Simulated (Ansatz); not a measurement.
## Bands of Ce

```
Ce
1.0
     3.16351    0.00000    0.00000
    -1.58175    2.73968    0.00000
     0.00000    0.00000    5.86615
Ce
2
Cartesian
  0.0000 1.8265 1.4665
  1.5818 0.9132 4.3996
```

Atoms are numbered in the order listed.

Conventional cell: a = 3.164 Å, b = 3.164 Å, c = 5.866 Å, α = 90.00°, β = 90.00°, γ = 120.00°. Around Ce (atom 1) lie 12 Ce at 3.16 to 3.46 Å.

The cell is the one relaxed in the Materials Project (mp-20736), not relaxed further here; entries there can be hypothetical.

Where the f shell is localised, expect the real compound to differ from this run without U.

No spin–orbit coupling, which matters for the heavy atoms here.

These are results of DFT, LDA, all-electron LAPW, scalar-relativistic in Ansatz 0.2.0, not measurements.

The runs use a Γ-centred 15×15×7 k mesh, Fermi–Dirac smearing of 0.05 eV, basis error target 0.25 meV/atom, no spin polarisation.

Points in fractions of the reciprocal vectors of this cell: Γ (0, 0, 0), M (0.5, 0, 0), K (0.333, 0.333, 0), A (0, 0, 0.5), L (0.5, 0, 0.5), H (0.333, 0.333, 0.5). The path joins them by straight lines in the order Γ–M–K–Γ–A–L–H–A–L; legs that retrace an earlier one aren't tabulated. Energies are in eV from the Fermi level.

(1) List the levels at A between -14 and 2 eV.

(2) List the levels at Γ between -14 and 2 eV.

(3) List the levels at K between -14 and 2 eV.

(4) What is the band gap?

Results:

(1) -1.35 (×2), -0.14 (×2), 0.36 (×2), 0.60 (×4), 1.07 (×4), 1.42 (×4).

(2) -2.70, -1.66, -0.22, 0.06, 0.14, 0.59 (×2), 0.61, 0.65, 0.73 (×2), 0.83 (×2), 1.03 (×2), 1.41, 1.42.

(3) -2.13, -0.08 (×2), 0.32, 0.36 (×2), 0.53 (×2), 0.80, 0.91, 1.07 (×2), 1.18 (×2), 1.19, 1.44 (×2), 1.75.

(4) none: bands cross the Fermi level, a metal.
